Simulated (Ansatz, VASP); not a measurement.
# Cross-check of In3Ga5As8 (random alloy of the zinc-blende GaAs-InAs line, x = 0.375) between VASP and Ansatz, part 2 of 2

Aim: how closely do two programs agree when they are given the same cell, functional and k mesh? Of the first pair: The structure shown is the start of the Ansatz relaxation below; VASP solves that cell, so the two are compared at the walk's first step.

VASP 6.6.1 and Ansatz 0.2.0.

So far: Starting point; Ansatz: relaxation, PBE.

## 3. VASP: single point, PBE, start cell, pair 1

Level of this step: PBE; plane waves and PAW (Ga_d, As, In_d) (VASP).

The same cell, functional, mesh and smearing now go to VASP, with its own data sets.

Lines of VASP's logs that name or quote its potential files are left out, and so is its time.

Input file INCAR:

```
SYSTEM = In3Ga5As8
PREC = Accurate
ENCUT = 400
EDIFF = 1E-06
NELM = 120
ISMEAR = -1
SIGMA = 0.025
LREAL = Auto
ALGO = Normal
GGA = PE
NBANDS = 336
LORBIT = 11
LWAVE = .FALSE.
LCHARG = .FALSE.
ISIF = 2
LASPH = .TRUE.
GGA_COMPAT = .FALSE.
EFERMI = MIDGAP
NCORE = 2
```

Input file POSCAR:

```
In3Ga5As8
1.0
   11.8300000000      0.0000000000      0.0000000000
    0.0000000000     11.8300000000      0.0000000000
    0.0000000000      0.0000000000     11.8300000000
Ga As In
20 32 12
Direct
    0.0027472527      0.9989687236      0.9991124260
    0.2500676247      0.2509890110      0.9981403212
    0.0015215554      0.9988419273      0.4997886729
    0.9988334742      0.2493322063      0.7488419273
    0.2487404903      0.2528571429      0.5000929839
    0.9996534235      0.7509890110      0.2514201183
    0.0002704987      0.5014792899      0.5005325444
    0.0003888419      0.7512933221      0.7496196112
    0.2520287405      0.7503127642      0.4993660186
    0.4994167371      0.0000676247      0.9989518174
    0.5006762468      0.2509974641      0.2481487743
    0.7505917160      0.2477768385      0.9999323753
    0.5027472527      0.2505663567      0.7479712595
    0.5008960270      0.5002282333      0.0001267963
    0.4994759087      0.7458833474      0.2517582418
    0.7497717667      0.4997971260      0.2500338123
    0.7504226543      0.7495012680      0.0008368555
    0.5037024514      0.4967878276      0.4989095520
    0.7478529163      0.5005325444      0.7508537616
    0.7509467456      0.7504142012      0.5004733728
    0.1231868132      0.1264581572      0.1211073542
    0.1245815723      0.3774725275      0.3715215554
    0.3731360947      0.1247083686      0.3735164835
    0.3769399831      0.3765173288      0.1258495351
    0.1234234996      0.1245477599      0.6259002536
    0.1235672020      0.3738715131      0.8749788673
    0.3762468301      0.1246830093      0.8734995773
    0.3739222316      0.3753169907      0.6285460693
    0.1244040575      0.6230684700      0.1244125106
    0.1265680473      0.8754775993      0.3765004227
    0.3744970414      0.6258326289      0.3748689772
    0.3726373626      0.8725612849      0.1241504649
    0.1215807270      0.6244801352      0.6263989856
    0.1246576500      0.8753169907      0.8756889265
    0.3756382079      0.6252071006      0.8769061708
    0.3739222316      0.8757227388      0.6251310228
    0.6261792054      0.1242434489      0.1270667794
    0.6252916314      0.3762468301      0.3733896872
    0.8755283178      0.1264327980      0.3735502959
    0.8722738800      0.3768977177      0.1256889265
    0.6283262891      0.1218596788      0.6270921386
    0.6264581572      0.3746914624      0.8739814032
    0.8739475909      0.1258833474      0.8730684700
    0.8748267117      0.3764666103      0.6262721893
    0.6260524091      0.6253930685      0.1261538462
    0.6286982249      0.8757480981      0.3748267117
    0.8731022823      0.6241335587      0.3733136095
    0.8746999155      0.8766694844      0.1253592561
    0.6265173288      0.6292730347      0.6245815723
    0.6245139476      0.8761538462      0.8744632291
    0.8771935757      0.6248098056      0.8739560440
    0.8748774303      0.8769568893      0.6256213018
    0.0029501268      0.2487066779      0.2505409975
    0.2494505495      0.9993491124      0.2519188504
    0.2481065089      0.0003972950      0.7528064243
    0.0002028740      0.5010397295      0.0005071851
    0.2487235841      0.5021217244      0.2508706678
    0.2519103973      0.7525697380      0.0036939983
    0.2503381234      0.5002028740      0.7488672866
    0.7495519865      0.0000591716      0.2476838546
    0.4999577346      0.9986897718      0.5021470837
    0.7479205410      0.0009298394      0.7513440406
    0.7513609467      0.2500760778      0.4996787828
    0.5000676247      0.7496196112      0.7522485207
```

Input file KPOINTS:

```
Automatic mesh
0
Gamma
1 1 1
0 0 0
```

PAW data sets: Ga_d, As and In_d (PBE family, release 64).

Run with:

```
mpirun -np 8 vasp_gam
```

Numbers of over 12 decimals in the logs are rounded to 6 here.

What it wrote:

```text
[banner, memory and clock lines left out]
running    8 mpi-ranks, on    1 nodes
[...]
LDA part: xc-table for (Slater+PW92), standard interpolation
 POSCAR, INCAR and KPOINTS ok, starting setup
[...]
entering main loop
       N       E                     dE             d eps       ncg     rms          rms(c)
DAV:   1     0.881257952934E+04    0.88126E+04   -0.20786E+05   712   0.221E+03
DAV:   2     0.218902011618E+04   -0.66236E+04   -0.64113E+04   672   0.653E+02
DAV:   3     0.945026881383E+02   -0.20945E+04   -0.19561E+04   816   0.266E+02
DAV:   4    -0.225147157228E+03   -0.31965E+03   -0.29734E+03   800   0.982E+01
[...]
DAV:  16    -0.248915462138E+03    0.35281E-05   -0.68707E-05   880   0.518E-02    0.203E-02
DAV:  17    -0.248915460446E+03    0.16928E-05   -0.13690E-05   776   0.217E-02    0.107E-02
DAV:  18    -0.248915459597E+03    0.84896E-06   -0.20085E-06   472   0.160E-02
   1 F= -.24891546E+03 E0= -.24886944E+03  d E =-.920413E-01
```

Parts of OUTCAR (step 3):

```text
  Total       19.4337266     19.0059828     19.1785022      2.0724707      1.3523401     -0.6736568
  in kB       18.8066931     18.3927506     18.5597036      2.0056019      1.3087066     -0.6519211
  external PRESSURE =      18.5863824 kB  Pullay stress =       0.0000000 kB

 POSITION                                       TOTAL-FORCE (eV/Angst)
 -----------------------------------------------------------------------------------
      0.03250     11.81780     11.81950        -0.320347      0.101798     -0.037047
      2.95830      2.96920     11.80800         0.161268     -0.027888      0.046384
      0.01800     11.81630      5.91250        -0.143855      0.107898      0.027698
     11.81620      2.94960      8.85880         0.026385      0.063513      0.066519
      2.94260      2.99130      5.91610         0.021893     -0.144793     -0.013772
     11.82590      8.88420      2.97430         0.019187     -0.092804     -0.081329
      0.00320      5.93250      5.92130        -0.141128     -0.100321     -0.083995
      0.00460      8.88780      8.86800        -0.122848      0.016089      0.017338
      2.98150      8.87620      5.90750        -0.158735     -0.085612      0.206433
      5.90810      0.00080     11.81760         0.029660     -0.028518      0.161797
      5.92300      2.96930      2.93560        -0.067486     -0.094507      0.116740
      8.87950      2.93120     11.82920         0.014880      0.145079      0.056004
      5.94750      2.96420      8.84850        -0.023608     -0.135560      0.126161
      5.92560      5.91770      0.00150         0.106200     -0.055635      0.011810
[...]
-----------------------------------------------------------------------------------
    total drift:                                0.031627      0.023228     -0.017601

  FREE ENERGIE OF THE ION-ELECTRON SYSTEM (eV)
  ---------------------------------------------------
  free  energy   TOTEN  =      -248.9154595966 eV

  energy  without entropy=     -248.8234182750  energy(sigma->0) =     -248.86943894

[... 2 further parts left out ...]
```

The run ends at a pressure of 1.86 GPa, with forces up to 2.1 eV/Å.

## 4. Side by side

Known differences besides the potentials themselves: the data sets hold 896 valence electrons in Ansatz (on its default PAW (the set named soft_2) files) and 576 in VASP; the cutoff is 420 eV in Ansatz and 400 eV in VASP (PREC = Accurate, projectors in real space). Total energies have different zeros and are not compared.

Forces on 9 of the 64 atoms, those with the largest forces and the largest differences (eV/Å; atoms numbered as in POSCAR):

| atom | Ansatz x, y, z | VASP x, y, z |
| --- | --- | --- |
| As22 | -0.035, -0.084, 1.789 | -0.034, -0.088, 1.789 |
| As23 | 0.331, 1.504, 0.314 | 0.324, 1.503, 0.309 |
| As27 | 0.691, 0.855, 0.736 | 0.698, 0.856, 0.725 |
| As28 | 0.979, -0.800, -1.170 | 0.978, -0.797, -1.167 |
| As32 | 1.881, 0.612, 0.587 | 1.881, 0.613, 0.589 |
| As37 | -1.008, 0.863, -1.051 | -1.004, 0.857, -1.039 |
| As41 | -1.083, 1.182, 0.086 | -1.085, 1.185, 0.082 |
| As43 | 0.843, 0.578, 0.881 | 0.839, 0.579, 0.867 |
| As50 | -0.011, -0.129, 1.578 | -0.010, -0.133, 1.577 |

The forces differ by 3.9 meV/Å r.m.s., which is 0.7 % of the r.m.s. force of 0.553 eV/Å (both taken over all components).

## 5. Ansatz: relaxation, PBE

This run makes the geometry at which the two programs are then compared. The cell compared in this pair holds 1684.49 Å³, against 1655.60 Å³ for the pair before.

The structure compared here is the end of the Ansatz relaxation.

This is the run of step 2 again, met here at its other cell.

## 6. VASP: single point, PBE, relaxed cell, pair 2

The same cell, functional, mesh and smearing now go to VASP, with its own data sets.

INCAR, as its differences from that of step 3:

```diff
@@ -2,3 +2,3 @@
 PREC = Accurate
-ENCUT = 400
+ENCUT = 500
 EDIFF = 1E-06
```

Input file POSCAR:

```
In3Ga5As8
1.0
   11.9133200000     -0.0487130000      0.0432230000
   -0.0487130000     11.8858630000      0.0522050000
    0.0432230000      0.0522050000     11.8967010000
Ga As In
20 32 12
Direct
    0.9984100000      0.0015400000      0.9965000000
    0.2555400000      0.2480600000      0.9967600000
    0.0030300000      0.9969100000      0.5011100000
    0.0014200000      0.2510700000      0.7496300000
    0.2516300000      0.2541300000      0.5017300000
    0.9967100000      0.7505500000      0.2526800000
    0.9986500000      0.5045600000      0.5018700000
    0.9959000000      0.7510800000      0.7448200000
    0.2468100000      0.7485500000      0.4971500000
    0.5038700000      0.0053800000      0.0023300000
    0.5002700000      0.2556300000      0.2450100000
    0.7470000000      0.2537200000      0.9978300000
    0.5015200000      0.2550800000      0.7527800000
    0.5070500000      0.4971600000      0.0009500000
    0.5058200000      0.7466400000      0.2495500000
    0.7468000000      0.5038100000      0.2491200000
    0.7511800000      0.7497100000      0.0010700000
    0.5029800000      0.5011400000      0.4969100000
    0.7513800000      0.5013100000      0.7490000000
    0.7547800000      0.7439500000      0.4966500000
    0.1255300000      0.1234700000      0.1122300000
    0.1229800000      0.3763500000      0.3896500000
    0.3733100000      0.1398900000      0.3732400000
    0.3786700000      0.3708000000      0.1183000000
    0.1181900000      0.1313200000      0.6189200000
    0.1253400000      0.3623400000      0.8768400000
    0.3819900000      0.1284400000      0.8794400000
    0.3830400000      0.3702900000      0.6195100000
    0.1170700000      0.6283800000      0.1341100000
    0.1186300000      0.8687000000      0.3798800000
    0.3811400000      0.6311100000      0.3818400000
    0.3897700000      0.8756800000      0.1284200000
    0.1186700000      0.6301000000      0.6215300000
    0.1101300000      0.8733600000      0.8739400000
    0.3797600000      0.6152400000      0.8836100000
    0.3654400000      0.8668600000      0.6218400000
    0.6207800000      0.1321500000      0.1220200000
    0.6186500000      0.3812500000      0.3677700000
    0.8782400000      0.1160300000      0.3832500000
    0.8590500000      0.3747800000      0.1281500000
    0.6181500000      0.1294900000      0.6340900000
    0.6266600000      0.3769200000      0.8736800000
    0.8791200000      0.1331900000      0.8819500000
    0.8814900000      0.3826600000      0.6342800000
    0.6260800000      0.6237800000      0.1248700000
    0.6260700000      0.8609000000      0.3772100000
    0.8739000000      0.6210900000      0.3733100000
    0.8811300000      0.8684200000      0.1190700000
    0.6327500000      0.6162100000      0.6185000000
    0.6244400000      0.8751700000      0.8894300000
    0.8660100000      0.6317000000      0.8675100000
    0.8768800000      0.8692500000      0.6183500000
    0.0010300000      0.2504600000      0.2492800000
    0.2510200000      0.0006800000      0.2497300000
    0.2468500000      0.0044300000      0.7499000000
    0.9948300000      0.5006500000      0.9972400000
    0.2544300000      0.5003100000      0.2530500000
    0.2511500000      0.7534600000      0.0021300000
    0.2508500000      0.4975100000      0.7458500000
    0.7505300000      0.9969300000      0.2458700000
    0.4980800000      0.0010500000      0.4971100000
    0.7542800000      0.0005500000      0.7530800000
    0.7508800000      0.2565500000      0.5019100000
    0.5050300000      0.7466200000      0.7492200000
```

KPOINTS is that of step 3.

Run with:

```
mpirun -np 8 vasp_gam
```

What it wrote:

```text
[... set-up lines as in an earlier step ...]
 entering main loop
       N       E                     dE             d eps       ncg     rms          rms(c)
DAV:   1     0.970067625374E+04    0.97007E+04   -0.23384E+05   712   0.251E+03
DAV:   2     0.248646036923E+04   -0.72142E+04   -0.69777E+04   672   0.739E+02
DAV:   3     0.171048893394E+03   -0.23154E+04   -0.21894E+04   800   0.292E+02
DAV:   4    -0.218553019111E+03   -0.38960E+03   -0.35784E+03   784   0.109E+02
[...]
DAV:  17    -0.252091811954E+03   -0.58682E-06   -0.10407E-05   536   0.267E-02    0.766E-03
DAV:  18    -0.252091814056E+03   -0.21027E-05   -0.60512E-06   600   0.265E-02    0.572E-03
DAV:  19    -0.252091814675E+03   -0.61805E-06   -0.88182E-06   512   0.189E-02
   1 F= -.25209181E+03 E0= -.25207370E+03  d E =-.362231E-01
```

From OUTCAR (step 6):

```text
  Total        1.0159796      1.3763241      1.3111364     -0.1312384     -0.0095289      0.1231902
  in kB        0.9663333      1.3090693      1.2470671     -0.1248254     -0.0090632      0.1171705
  external PRESSURE =       1.1741566 kB  Pullay stress =       0.0000000 kB

 POSITION                                       TOTAL-FORCE (eV/Angst)
 -----------------------------------------------------------------------------------
     11.93737      0.02169     11.89830         0.005829      0.009725     -0.009634
      3.07533      2.98799     11.88215         0.003019      0.005181     -0.011560
      0.00919     11.87515      6.01373         0.001821      0.008812     -0.007687
      0.03709      3.02325      8.93129         0.005546     -0.000986     -0.012328
      3.00706      3.03449      5.99307         0.001126      0.000840     -0.008431
     11.84849      8.88557      3.08832         0.008617      0.012414     -0.005926
     11.89435      5.97468      6.04010         0.010323      0.003223     -0.007258
     11.86008      8.91760      8.94316         0.005236      0.009230     -0.010939
      2.92535      8.91109      5.96419         0.010811      0.009453     -0.012868
      6.00260      0.03952      0.04978         0.000842     -0.003689     -0.007554
      5.95801      3.02680      2.94978         0.004192      0.003254     -0.012253
      8.93002      3.03138     11.91642         0.012830      0.000898     -0.011750
      5.99488      3.04671      8.99059         0.002221      0.001255     -0.003046
      6.01647      5.88453      0.05917         0.002737      0.005604     -0.008693
[...]
-----------------------------------------------------------------------------------
    total drift:                                0.004983      0.016418      0.003572

  FREE ENERGIE OF THE ION-ELECTRON SYSTEM (eV)
  ---------------------------------------------------
  free  energy   TOTEN  =      -252.0918146745 eV

  energy  without entropy=     -252.0555915543  energy(sigma->0) =     -252.07370311

[... 1 part as in an earlier step ...]

[... 1 further part left out ...]
```

The run ends at a pressure of 0.12 GPa, with forces up to 0.025 eV/Å.

## 7. Side by side

What differs besides the data sets and the points named for the pairs above, as far as they apply: the data sets hold 896 valence electrons in Ansatz (on its default PAW (the set named soft_2) files) and 576 in VASP; the cutoff is 420 eV in Ansatz and 500 eV in VASP (PREC = Accurate, projectors in real space). Total energies have different zeros and are not compared.

Compared:

| quantity | Ansatz | VASP | difference |
| --- | --- | --- | --- |
| pressure (GPa) | 0.00 | 0.12 | -0.12 |
| gap on the k mesh (eV) | 0.126 | 0.126 | 0.000 |

The largest component of a force difference here is 9 meV/Å. A gap on the mesh is an upper bound, since the band edges may lie between its points.

## 8. What came out

```
r.m.s. force difference (single point, PBE, start cell, pair 1)           : 0.71 % of the r.m.s. force
difference in gap on the k mesh (single point, PBE, relaxed cell, pair 2) : 2.0e-5 eV
```

**Reading.** The r.m.s. force difference is 0.71 % of the r.m.s. force (single point, PBE, start cell, pair 1), within the 3 % picked in this series as the mark of a large difference. The data sets hold unlike numbers of valence electrons (896 in Ansatz and 576 in VASP), so part of the differences may come from the potentials. Such differences can come from data sets, numerical settings and the points named under the comparisons, not from the functional's error against experiment.

[Lines on the potential files, build, host, timing and source positions are cut from VASP's logs without a mark.]

[Logs are printed without paths, hosts, clocks, repeated set-up lines and the standing remarks that a program may print on its own settings, such as how far it seeks lower states.]

[Hosts, paths, dates, database ids (printed as entryN), source tags and the programs' standing remarks are cut or masked in the printed files.]
